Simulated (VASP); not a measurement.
# CdS (Hawleyite) (F-43m) in VASP: notebook

The runs below take CdS (Hawleyite) through dielectric tensor, band structure, G0W0 quasiparticle levels, with LDA, PBE+TS-HI, PBE.

Everything below comes from runs of VASP 6.6.1. Logs are shortened: lines on timing, memory, paths and dates and some standing lists are left out, and cuts for length are marked.

## 1. The structure

Symmetry: F-43m, No. 216, cubic system. Conventional cell: a = 5.833 Å, b = 5.833 Å, c = 5.833 Å, α = 90.00°, β = 90.00°, γ = 90.00°. Cd (site symmetry -43m) has 4 S at 2.53 Å as nearest neighbours. S (site symmetry -43m) has 4 Cd at 2.53 Å as nearest neighbours.

## 2. Dielectric tensor, LDA

File INCAR:

```
ALGO = Normal ; EDIFF = 1E-8
ENCUT = 650 ; GGA = CA
ISIF = 2 ; ISMEAR = 0
LASPH = True ; LCHARG = False
LEPSILON = True ; LREAL = False
LWAVE = False ; NELM = 100
PREC = Accurate ; SIGMA = 0.01
```

File KPOINTS:

```
k-points
0
Gamma
  8 8 8
```

File POSCAR:

```
CdS
1.0
    0.0000000000      2.9165000000      2.9165000000
    2.9165000000      0.0000000000      2.9165000000
    2.9165000000      2.9165000000      0.0000000000
Cd S
1 1
Direct
    0.0000000000      0.0000000000      0.0000000000
    0.7500000000      0.7500000000      0.7500000000
```

Potentials or basis: VASP PAW LDA potentials, release 64 (Cd, S).

Started as:

```bash
$ cat potpaw_LDA.64/Cd/POTCAR potpaw_LDA.64/S/POTCAR > POTCAR
$ mpirun -np 1 vasp_std > vasp.out
```

OUTCAR:

```text
EDIFF = 1E-8
   ENCUT = 650
   GGA = CA
   ISIF = 2
   ISMEAR = 0
   LASPH = True
   LEPSILON = True
   LREAL = False
   NELM = 100
   PREC = Accurate

 Found     29 irreducible k-points:

 Following reciprocal coordinates:
            Coordinates               Weight
  0.000000  0.000000  0.000000      1.000000
  0.125000  0.000000  0.000000      8.000000
  0.250000  0.000000  0.000000      8.000000
  0.375000  0.000000  0.000000      8.000000
  0.500000  0.000000  0.000000      4.000000
  0.125000  0.125000  0.000000      6.000000
   k-points           NKPTS =     29   k-points in BZ     NKDIM =     29   number of bands    NBANDS=     13
   number of dos      NEDOS =    301   number of ions     NIONS =      2
   total plane-waves  NPLWV =  46656
   dimension x,y,z NGX =    36 NGY =   36 NGZ =   36
   dimension x,y,z NGXF=    72 NGYF=   72 NGZF=   72
   ions per type =               1   1
   NGX,Y,Z   is equivalent  to a cutoff of  14.51, 14.51, 14.51 a.u.
   NGXF,Y,Z  is equivalent  to a cutoff of  29.02, 29.02, 29.02 a.u.
 SYSTEM =  unknown system
   PREC   = accura    normal or accurate (medium, high low for compatibility)
   ISTART =      0    job   : 0-new  1-cont  2-samecut
   ICHARG =      2    charge: 1-file 2-atom 10-const
   ISPIN  =      1    spin polarized calculation?
   LNONCOLLINEAR =      F non collinear calculations
   LSORBIT =      F    spin-orbit coupling
   LASPH  =      T    aspherical Exc in radial PAW
   ENCUT  =  650.0 eV  47.77 Ry    6.91 a.u.   8.57  8.57  8.57*2*pi/ulx,y,z
   NELM   =    100;   NELMIN=  2; NELMDL= -5     # of ELM steps
   EDIFF  = 0.1E-07   stopping-criterion for ELM
   LREAL  =      F    real-space projection
   EDIFFG = 0.1E-06   stopping-criterion for IOM
   NSW    =      0    number of steps for IOM
   IBRION =     -1    ionic relax: 0-MD 1-quasi-New 2-CG
[... 8 lines left out ...]
   EMIN   =  10.00;   EMAX   =-10.00  energy-range for DOS
   EFERMI =   0.00;   METHOD = LEGACY
   ISMEAR =     0;   SIGMA  =   0.01  broadening in eV -4-tet -1-fermi 0-gaus
   EFERMI_NEDOS =   21; number of points for ismear=-14 and -15
   IALGO  =     38    algorithm
   IMIX   =      4    mixing-type and parameters
     AMIX     =   0.40;   BMIX     =  1.00
     AMIX_MAG =   1.60;   BMIX_MAG =  1.00
  volume/ion in A,a.u.               =      24.81       167.41
  Fermi-wavevector in a.u.,A,eV,Ry     =   1.167599  2.206442 18.548649  1.363287
  Thomas-Fermi vector in A             =   2.304097
   LORBIT       =      0    0 simple, 1 ext, 2 COOP (PROOUT), +10 PAW based schemes
   GGA     = CA    functional components
   LHFCALC =     F    Hartree Fock is set to
   AEXX    =    0.0000 exact exchange contribution
   IVDW    =     0    specifies the selected vdW correction
[... 139 lines left out ...]
      4.37475      4.37475      4.37475        -0.000000     -0.000000     -0.000000
 -----------------------------------------------------------------------------------
    total drift:                                0.000000      0.000000      0.000000

  FREE ENERGIE OF THE ION-ELECTRON SYSTEM (eV)
  ---------------------------------------------------
  free  energy   TOTEN  =        -7.3976566999 eV

  energy  without entropy=       -7.3976566999  energy(sigma->0) =       -7.39765670

 HEAD OF MICROSCOPIC STATIC DIELECTRIC TENSOR (INDEPENDENT PARTICLE, excluding Hartree and local field effects)
 ------------------------------------------------------
           7.983210     0.000000     0.000000
          -0.000000     7.983210     0.000000
          -0.000000    -0.000000     7.983210
 ------------------------------------------------------

 Free energy of the ion-electron system (eV)
  ---------------------------------------------------
  ---------------------------------------------------
  free energy    TOTEN  =        -0.93904422 eV

  energy without entropy =       -0.93904422

------------------------ aborting loop because EDIFF is reached ----------------------------------------

--------------------------------------- Ionic step        2  -------------------------------------------

------------------------ aborting loop because EDIFF is reached ----------------------------------------

--------------------------------------- Ionic step        3  -------------------------------------------

 Free energy of the ion-electron system (eV)
  ---------------------------------------------------
  ---------------------------------------------------
  free energy    TOTEN  =        -0.93904396 eV

  energy without entropy =       -0.93904396

------------------------ aborting loop because EDIFF is reached ----------------------------------------

 PIEZOELECTRIC TENSOR FIELD DIRECTION 3  (e Angst)
 -----------------------------------------------------------------------------
    -0.00130  2.02271  0.00000           ( -0.00000 -0.03079  0.00000)
     2.02271 -0.00130  0.00000           ( -0.03079 -0.00000  0.00000)
     0.00000  0.00000  0.00055           (  0.00000  0.00000 -0.00000)

 PIEZOELECTRIC TENSOR FIELD DIRECTION 3  (C/m^2)
 -----------------------------------------------------------------------------
    -0.00042  0.65317  0.00000
     0.65317 -0.00042  0.00000
     0.00000  0.00000  0.00018

 MACROSCOPIC STATIC DIELECTRIC TENSOR (including local field effects in DFT)
 ------------------------------------------------------
           7.545362     0.000000     0.000000
           0.000000     7.545362     0.000000
          -0.000000    -0.000000     7.545362
 ------------------------------------------------------

 PIEZOELECTRIC TENSOR (including local field effects)  for field in x, y, z        (e  Angst)
          XX          YY          ZZ          XY          YZ          ZX
  --------------------------------------------------------------------------------
  x     0.00000     0.00000    -0.00000     0.00000     2.03769    -0.00000
  y     0.00000     0.00000    -0.00000     0.00000    -0.00000     2.03769
  z    -0.00000    -0.00000     0.00000     2.03769     0.00000     0.00000

 PIEZOELECTRIC TENSOR (including local field effects)  for field in x, y, z        (C/m^2)
          XX          YY          ZZ          XY          YZ          ZX
  --------------------------------------------------------------------------------
  x     0.00000     0.00000    -0.00000     0.00000     0.65801    -0.00000
  y     0.00000     0.00000    -0.00000     0.00000    -0.00000     0.65801
  z    -0.00000    -0.00000     0.00000     0.65801     0.00000     0.00000

 BORN EFFECTIVE CHARGES (including local field effects) (in |e|, cummulative output)
 ---------------------------------------------------------------------------------
 ion    1
    1     2.22118     0.00000    -0.00000
    2    -0.00000     2.22118     0.00000
    3    -0.00000    -0.00000     2.22118
 ion    2
    1    -2.22118    -0.00000     0.00000
    2     0.00000    -2.22118     0.00000
    3     0.00000     0.00000    -2.22118
```

OSZICAR:

```text
N       E                     dE             d eps       ncg     rms          rms(c)
DAV:   1     0.128081538801E+03    0.12808E+03   -0.10285E+04   754   0.151E+03
[... 12 lines left out ...]
RMM:   5    -0.937360731596E+00   -0.99144E-02   -0.12339E-03  3964   0.235E-01    0.364E-02
RMM:   6    -0.938878713881E+00   -0.15180E-02   -0.57204E-05  4021   0.520E-02    0.162E-02
RMM:   7    -0.938985171345E+00   -0.10646E-03   -0.27993E-06  4095   0.141E-02    0.204E-03
RMM:   8    -0.939040841677E+00   -0.55670E-04    0.16160E-06  3995   0.317E-03    0.743E-04
RMM:   9    -0.939040851547E+00   -0.98697E-08    0.55032E-06  3983   0.915E-04    0.406E-04
RMM:  10    -0.939044859324E+00   -0.40078E-05    0.98321E-07  4043   0.361E-04    0.453E-05
RMM:  11    -0.939044152726E+00    0.70660E-06    0.30308E-07  2653   0.804E-05    0.133E-05
RMM:  12    -0.939043956421E+00    0.19631E-06   -0.10373E-10  2024   0.621E-05    0.695E-06
```

stdout:

```text
POSCAR found type information on POSCAR CdS
 POSCAR found :  2 types and       2 ions
 scaLAPACK will be used
 LDA part: xc-table for (Slater(with rela. corr.)+CA(PZ))
 , standard interpolation
 POSCAR, INCAR and KPOINTS ok, starting setup
 FFT: planning ... GRIDC
 FFT: planning ... GRID_SOFT
 FFT: planning ... GRID
 WAVECAR not read
 entering main loop
 Linear response reoptimize wavefunctions to high precision
 Linear response G [H, r] |phi>, progress :
  Direction:   1
 Linear response G [H, r] |phi>, progress :
  Direction:   2
 Linear response G [H, r] |phi>, progress :
  Direction:   3
 Linear response to external field (no local field effect), progress :
  Direction:   1
 dielectric tensor                  component  1 :     8.801     2.857     0.885
 Linear response to external field (no local field effect), progress :
  Direction:   2
 dielectric tensor                  component  2 :     2.857     9.145    -1.170
 Linear response to external field (no local field effect), progress :
  Direction:   3
 dielectric tensor                  component  3 :     0.888    -1.171     6.003
 Linear response to external field, progress :
  Direction:   1
 dielectric tensor                  component  1 :     7.545     1.340     0.569
 Linear response to external field, progress :
  Direction:   2
 dielectric tensor                  component  2 :     1.305     7.545     0.433
 Linear response to external field, progress :
  Direction:   3
 dielectric tensor                  component  3 :     1.022     0.886     7.545
 Born effective charges drift removed
```

Wall time 3.8 min (1 thread of Intel Xeon 6975P-C (Granite Rapids), shared host); peak memory 0.36 GiB.

These settings aren't checked as converged: the numbers below hold their error.

Results:

* Band gap on the k mesh: 0.89 eV, direct
* Electronic dielectric tensor (diagonal): 7.55
* Born charges (mean of the diagonal): Cd +2.22; S -2.22 e

## 3. Dielectric tensor, LDA

Changes to INCAR since step 2:

```diff
@@ -1,3 +1,3 @@
 ALGO = Normal ; EDIFF = 1E-8
-ENCUT = 650 ; GGA = CA
+ENCUT = 400 ; GGA = CA
 ISIF = 2 ; ISMEAR = 0
```

File KPOINTS:

```
k-points
0
Gamma
  11 11 11
```

POSCAR is that of step 2.

Potentials or basis: VASP PAW LDA potentials, release 64 (Cd, S).

Started as:

```bash
$ cat potpaw_LDA.64/Cd/POTCAR potpaw_LDA.64/S/POTCAR > POTCAR
$ mpirun -np 1 vasp_std > vasp.out
```

OUTCAR:

```text
EDIFF = 1E-8
   ENCUT = 400
   GGA = CA
   ISIF = 2
   ISMEAR = 0
   LASPH = True
   LEPSILON = True
   LREAL = False
   NELM = 100
   PREC = Accurate

 Found     56 irreducible k-points:

 Following reciprocal coordinates:
            Coordinates               Weight
  0.000000  0.000000  0.000000      1.000000
  0.090909  0.000000  0.000000      8.000000
  0.181818  0.000000  0.000000      8.000000
  0.272727  0.000000  0.000000      8.000000
  0.363636  0.000000  0.000000      8.000000
  0.454545  0.000000  0.000000      8.000000
   k-points           NKPTS =     56   k-points in BZ     NKDIM =     56   number of bands    NBANDS=     13
   number of dos      NEDOS =    301   number of ions     NIONS =      2
   total plane-waves  NPLWV =  21952
   dimension x,y,z NGX =    28 NGY =   28 NGZ =   28
   dimension x,y,z NGXF=    56 NGYF=   56 NGZF=   56
   ions per type =               1   1
   NGX,Y,Z   is equivalent  to a cutoff of  11.29, 11.29, 11.29 a.u.
   NGXF,Y,Z  is equivalent  to a cutoff of  22.57, 22.57, 22.57 a.u.
 SYSTEM =  unknown system
   PREC   = accura    normal or accurate (medium, high low for compatibility)
   ISTART =      0    job   : 0-new  1-cont  2-samecut
   ICHARG =      2    charge: 1-file 2-atom 10-const
   ISPIN  =      1    spin polarized calculation?
   LNONCOLLINEAR =      F non collinear calculations
   LSORBIT =      F    spin-orbit coupling
[... 207 lines left out ...]
  free energy    TOTEN  =        -0.84731904 eV

  energy without entropy =       -0.84731904

------------------------ aborting loop because EDIFF is reached ----------------------------------------

 PIEZOELECTRIC TENSOR FIELD DIRECTION 3  (e Angst)
 -----------------------------------------------------------------------------
    -0.00127  1.97931  0.00000           ( -0.00000 -0.02785  0.00000)
     1.97931 -0.00127  0.00000           ( -0.02785 -0.00000  0.00000)
     0.00000  0.00000  0.00013           (  0.00000  0.00000 -0.00000)

 PIEZOELECTRIC TENSOR FIELD DIRECTION 3  (C/m^2)
 -----------------------------------------------------------------------------
    -0.00041  0.63916  0.00000
     0.63916 -0.00041  0.00000
     0.00000  0.00000  0.00004

 MACROSCOPIC STATIC DIELECTRIC TENSOR (including local field effects in DFT)
 ------------------------------------------------------
           6.890572     0.000000    -0.000000
           0.000000     6.890572    -0.000000
          -0.000000    -0.000000     6.890572
 ------------------------------------------------------

 PIEZOELECTRIC TENSOR (including local field effects)  for field in x, y, z        (e  Angst)
          XX          YY          ZZ          XY          YZ          ZX
  --------------------------------------------------------------------------------
  x    -0.00000     0.00000    -0.00000     0.00000     1.99081     0.00000
  y     0.00000     0.00000    -0.00000     0.00000    -0.00000     1.99081
  z    -0.00000    -0.00000     0.00000     1.99081     0.00000     0.00000

 PIEZOELECTRIC TENSOR (including local field effects)  for field in x, y, z        (C/m^2)
          XX          YY          ZZ          XY          YZ          ZX
  --------------------------------------------------------------------------------
  x    -0.00000     0.00000    -0.00000     0.00000     0.64287     0.00000
  y     0.00000     0.00000    -0.00000     0.00000    -0.00000     0.64287
  z    -0.00000    -0.00000     0.00000     0.64287     0.00000     0.00000

 BORN EFFECTIVE CHARGES (including local field effects) (in |e|, cummulative output)
 ---------------------------------------------------------------------------------
 ion    1
    1     2.19122     0.00000    -0.00000
    2     0.00000     2.19122     0.00000
    3    -0.00000     0.00000     2.19122
 ion    2
    1    -2.19122     0.00000     0.00000
    2    -0.00000    -2.19122    -0.00000
    3     0.00000    -0.00000    -2.19122
```

stdout:

```text
POSCAR found type information on POSCAR CdS
 POSCAR found :  2 types and       2 ions
 scaLAPACK will be used
 LDA part: xc-table for (Slater(with rela. corr.)+CA(PZ))
 , standard interpolation
 POSCAR, INCAR and KPOINTS ok, starting setup
 FFT: planning ... GRIDC
 FFT: planning ... GRID_SOFT
 FFT: planning ... GRID
 WAVECAR not read
 entering main loop
 Linear response reoptimize wavefunctions to high precision
 Linear response G [H, r] |phi>, progress :
  Direction:   1
 Linear response G [H, r] |phi>, progress :
  Direction:   2
 Linear response G [H, r] |phi>, progress :
  Direction:   3
 Linear response to external field (no local field effect), progress :
  Direction:   1
 dielectric tensor                  component  1 :     8.075     2.849     0.838
 Linear response to external field (no local field effect), progress :
  Direction:   2
 dielectric tensor                  component  2 :     2.849     8.623    -1.283
 Linear response to external field (no local field effect), progress :
  Direction:   3
 dielectric tensor                  component  3 :     0.842    -1.284     5.321
 Linear response to external field, progress :
  Direction:   1
 dielectric tensor                  component  1 :     6.891     1.132     0.602
 Linear response to external field, progress :
  Direction:   2
 dielectric tensor                  component  2 :     1.032     6.891     0.413
 Linear response to external field, progress :
  Direction:   3
 dielectric tensor                  component  3 :     0.823     0.910     6.891
 Born effective charges drift removed
```

Wall time 3.8 min (1 thread of Intel Xeon 6975P-C (Granite Rapids), shared host); peak memory 0.35 GiB.

These settings aren't checked as converged: the numbers below hold their error.

What came out:

| Item | Value |
| --- | --- |
| Band gap on the k mesh | 0.89 eV, direct |
| Electronic dielectric tensor (diagonal) | 6.89 |
| Born charges (mean of the diagonal) | Cd +2.19; S -2.19 e |

(Part 1 of 4 ends here.)
